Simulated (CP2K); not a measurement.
Crystal: C.

```
CELL_PARAMETERS angstrom
2.52207 0.00000 0.00000
1.26103 2.18417 0.00000
1.26103 0.72806 2.05926
ATOMIC_POSITIONS crystal
C 0.75000 0.75000 0.75000
C 0.50000 0.50000 0.50000
```

This isn't the form of C at room conditions, which is graphite.

Base run:

```yaml
Program: CP2K 2026.2
Functional: SCAN
Potentials_or_basis: POTENTIAL_UZH C GTH-SCAN-q4; TZVP-MOLOPT-SCAN-GTH basis
Density_cutoff: 9184 eV
k_mesh: 13 × 13 × 13
Occupations: fermi-dirac, width 0.05 eV
Spin: no spin polarisation
```

Its results: band gap on the k mesh 4.63 eV, indirect (least direct gap 6.17 eV); pressure -4.5 GPa.

Problem. The run is repeated on the same cell with these changes: functional from SCAN to r2SCAN; ngrids from 4 to 5. What comes out?

Solution. Band gap on the k mesh 4.41 eV, indirect (least direct gap 5.88 eV); pressure -2.9 GPa.

Caveats: the basis of atomic orbitals isn't converged, which shifts pressures, moduli and gaps.
